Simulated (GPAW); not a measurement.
**ZnS: changing the volume of the cell**

```yaml
crystal:
  lattice:
    - [0.00000, 2.70200, 2.70200]
    - [2.70200, 0.00000, 2.70200]
    - [2.70200, 2.70200, 0.00000]
  atoms:
    - { symbol: Zn, position: [0.75000, 0.75000, 0.75000] }
    - { symbol: S, position: [0.00000, 0.00000, 0.00000] }
```

Kept alike: task dielectric tensor; functional PBE; k mesh 7 × 7 × 7; occupations fermi-dirac, width 0.001 eV; no spin polarisation. Program: GPAW, GPAW PAW data sets (gpaw-data 1.2.1), cutoff 450 eV. The mesh is that of the run's cell of 2 atoms. No spin-orbit coupling.

```csv
"volume of cell, f (times the cell shown)",free energy over the lowest row (meV/atom)
0.94,33.70
0.96,18.71
0.98,8.39
1,2.20
1.02,0.00
1.04,1.15
1.06,5.32
```

The cell shown is the unstrained one; x, y and z are its Cartesian axes; atoms keep their fractions.

**Question.** What does the volume of the cell change here?

**Answer.** The free energy is lowest at 1.02, and 33.70 meV an atom higher at 0.94.
